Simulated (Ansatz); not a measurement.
Crystal: TiSi2.

```
Ti Si
1.0
     0.00000    4.11752    4.26290
     2.38951    0.00000    4.26290
     2.38951    4.11752    0.00000
Ti Si
2 4
Direct
  0.75000 0.75000 0.75000
  0.50000 0.50000 0.50000
  0.41257 0.08743 0.41257
  0.08743 0.41257 0.08743
  0.16257 0.83743 0.16257
  0.83743 0.16257 0.83743
```

The cell is a database's computed one.

* Program: Ansatz 0.2.0
* Task: relaxation of cell and atoms
* Functional: PBE
* Dispersion: D4
* Potentials or basis: Ansatz PAW
* Cutoff: 420 eV (not typed: the program's choice for these potentials)
* k mesh: 7 × 7 × 7
* Occupations: fermi-dirac, width 0.05 eV
* Spin: no spin polarisation

At the start: volume 13.98 Å³/atom.

**Question.** How do energy, volume and symmetry change on relaxing?

**Answer.** It ends after 5 steps and the volume is 13.74 Å³/atom (-1.7 %); space group Fddd (No. 70, to 0.05 Å).

Step by step:
```csv
step,energy change (eV),largest force (eV/Å),volume (Å³)
1,0.0000,0.0317,83.88
2,-0.0123,0.0027,82.15
3,-0.0142,0.0050,82.44
4,-0.0143,0.0044,82.43
5,-0.0140,0.0044,82.43
```

Final structure:
```
Ti Si
1.0
     0.00000    4.07500    4.25573
     2.37648    0.00000    4.25573
     2.37648    4.07500    0.00000
Ti Si
2 4
Direct
  0.75000 0.75000 0.75000
  0.50000 0.50000 0.50000
  0.41311 0.08689 0.41311
  0.08689 0.41311 0.08689
  0.16311 0.83689 0.16311
  0.83689 0.16311 0.83689
```

Caveat: the plane-wave basis is chosen anew once the cell has moved, so the energies of steps on either side of that aren't comparable; pairwise dispersion overbinds metals, which lowers pressure and volume.
